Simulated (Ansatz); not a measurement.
# Nudged elastic band run: Si$_{16}$H

input.yaml

```yaml
crystal:
  lattice:
    - [0.0, 5.43, 5.43]
    - [5.43, 0.0, 5.43]
    - [5.43, 5.43, 0.0]
  atoms:
    - { symbol: Si, position: [0.00786049, 0.0003236, -0.00835913] }
    - { symbol: Si, position: [0.13012754, 0.1271579, 0.1160934] }
    - { symbol: Si, position: [0.00542354, 0.0046224, 0.49055183] }
    - { symbol: Si, position: [0.13212164, 0.12537247, 0.61729909] }
    - { symbol: Si, position: [0.00724553, 0.5026423, -0.01240889] }
    - { symbol: Si, position: [0.1301431, 0.62674861, 0.11608088] }
    - { symbol: Si, position: [0.00541325, 0.49956946, 0.49054029] }
    - { symbol: Si, position: [0.12802339, 0.62946759, 0.61319311] }
    - { symbol: Si, position: [0.50534914, 0.00628073, -0.00957983] }
    - { symbol: Si, position: [0.63237338, 0.12497287, 0.11764415] }
    - { symbol: Si, position: [0.50645728, 0.00026135, 0.4931366] }
    - { symbol: Si, position: [0.63097732, 0.12718055, 0.61521768] }
    - { symbol: Si, position: [0.50535189, 0.49795213, -0.00954924] }
    - { symbol: Si, position: [0.63095895, 0.6264703, 0.11613995] }
    - { symbol: Si, position: [0.50240105, 0.50263497, 0.49245221] }
    - { symbol: Si, position: [0.63096865, 0.62672596, 0.61526348] }
    - { symbol: H, position: [0.47503637, 0.78267403, 0.95998562] }
magnetization:
  spin_polarized: true
basis:
  ecutwfc: 420.0
kpoints:
  mp_grid: { grid: [2, 2, 2] }
hamiltonian:
  xc: pbe
scf:
  occupations: { method: gaussian, width: 0.02 }
  lower_state_search: "off"
neb:
  images: 5
  f_tol: 0.03
  initial_path: linear
  max_iterations: 60
  final_atoms:
    - { symbol: Si, position: [-0.00140161, 0.00577343, -0.00977549] }
    - { symbol: Si, position: [0.12557356, 0.13203358, 0.11669643] }
    - { symbol: Si, position: [0.001819, 0.00329375, 0.49289507] }
    - { symbol: Si, position: [0.12664677, 0.13170824, 0.61516787] }
    - { symbol: Si, position: [0.00184396, 0.50836072, -0.0121959] }
    - { symbol: Si, position: [0.12672143, 0.63059933, 0.11619853] }
    - { symbol: Si, position: [-0.00085432, 0.50615425, 0.49060965] }
    - { symbol: Si, position: [0.12882772, 0.62883078, 0.61336193] }
    - { symbol: Si, position: [0.50525836, 0.00575829, -0.00968515] }
    - { symbol: Si, position: [0.62527399, 0.13237211, 0.11698036] }
    - { symbol: Si, position: [0.50008562, 0.00719056, 0.49250695] }
    - { symbol: Si, position: [0.62629311, 0.13165727, 0.61527959] }
    - { symbol: Si, position: [0.50020414, 0.5078452, -0.00841063] }
    - { symbol: Si, position: [0.62632106, 0.6305984, 0.11620925] }
    - { symbol: Si, position: [0.50395962, 0.50612428, 0.4906432] }
    - { symbol: Si, position: [0.62493355, 0.6327771, 0.61724163] }
    - { symbol: H, position: [0.28206404, 0.97354795, 0.96147875] }
  order_check: true
```

Command:

```bash
$ ansatz run input.yaml --threads 2 --pin off --max-ram 5120MiB --backend cpu --events-out ev --progress --plain --runs-dir out
```

Output, in part (warnings, iteration lines):

```
NEB end point (image 0): max|allowed force component| = 1.415e-2 eV/Å (the criterion of neb.relax_end_points is 1.000e-2)
NEB end point (image 6): max|allowed force component| = 1.535e-2 eV/Å (the criterion of neb.relax_end_points is 1.000e-2)
NEB iter   1: max|band force component| = 6.484e-1 eV/Å  barrier→ = 0.2371 eV  barrier← = 0.2373 eV  Δτ_max = 0.1838 Å  (62 SCF iters)
NEB iter   2: max|band force component| = 2.760e-1 eV/Å  barrier→ = 0.1557 eV  barrier← = 0.1558 eV  CI = image 3  Δτ_max = 0.2000 Å  (31 SCF iters)
NEB iter   3: max|band force component| = 4.149e-1 eV/Å  barrier→ = 0.1198 eV  barrier← = 0.1200 eV  CI = image 4  Δτ_max = 0.1015 Å  (30 SCF iters)
NEB iter   4: max|band force component| = 2.440e-1 eV/Å  barrier→ = 0.1125 eV  barrier← = 0.1126 eV  CI = image 4  Δτ_max = 0.1007 Å  (28 SCF iters)
NEB iter   5: max|band force component| = 2.572e-1 eV/Å  barrier→ = 0.1115 eV  barrier← = 0.1117 eV  CI = image 2  Δτ_max = 0.0499 Å  (27 SCF iters)
NEB iter   6: max|band force component| = 1.336e-1 eV/Å  barrier→ = 0.1066 eV  barrier← = 0.1068 eV  CI = image 2  Δτ_max = 0.0984 Å  (26 SCF iters)
NEB iter   7: max|band force component| = 1.017e-1 eV/Å  barrier→ = 0.1150 eV  barrier← = 0.1152 eV  CI = image 2  Δτ_max = 0.1004 Å  (27 SCF iters)
NEB iter   8: max|band force component| = 1.816e-1 eV/Å  barrier→ = 0.1085 eV  barrier← = 0.1086 eV  CI = image 2  Δτ_max = 0.0498 Å  (27 SCF iters)
[... lines left out ...]
NEB iter  10: max|band force component| = 8.260e-2 eV/Å  barrier→ = 0.1101 eV  barrier← = 0.1102 eV  CI = image 2  Δτ_max = 0.0304 Å  (26 SCF iters)
NEB iter  11: max|band force component| = 1.078e-1 eV/Å  barrier→ = 0.1095 eV  barrier← = 0.1096 eV  CI = image 2  Δτ_max = 0.0152 Å  (27 SCF iters)
NEB iter  12: max|band force component| = 3.151e-2 eV/Å  barrier→ = 0.1101 eV  barrier← = 0.1102 eV  CI = image 2  Δτ_max = 0.0128 Å  (24 SCF iters)
```

The forces met the threshold. The profile has 2 maxima (images 2, 4) with wells between them (image 3): this band takes more than one step, which may be the mechanism or a detour left from its start path. By the program's own check the climbing image is of a kind that is not told: the force calls were inconclusive, a negative curvature could not be distinguished from the path's own, the only one lies far off the path, or fixed occupations may fill a level only in part (lowest curvatures found: -6.77 and 0.28 eV/Å²). Limits of this set-up: coarse k mesh, a small cell, in which the defect meets its images.

Final band:

```json
{"image": "0", "path coordinate (Å)": "0.00", "energy (eV)": "0.000"}
{"image": "1", "path coordinate (Å)": "0.32", "energy (eV)": "0.025"}
{"image": "2", "path coordinate (Å)": "0.64", "energy (eV)": "0.110"}
{"image": "3", "path coordinate (Å)": "1.04", "energy (eV)": "0.042"}
{"image": "4", "path coordinate (Å)": "1.44", "energy (eV)": "0.079"}
{"image": "5", "path coordinate (Å)": "1.83", "energy (eV)": "0.035"}
{"image": "6", "path coordinate (Å)": "2.22", "energy (eV)": "0.000"}
```

Run time: 3.4 min on 2 threads of AMD EPYC 9R14 (Zen 4) (shared host), peak memory 1.6 GiB.
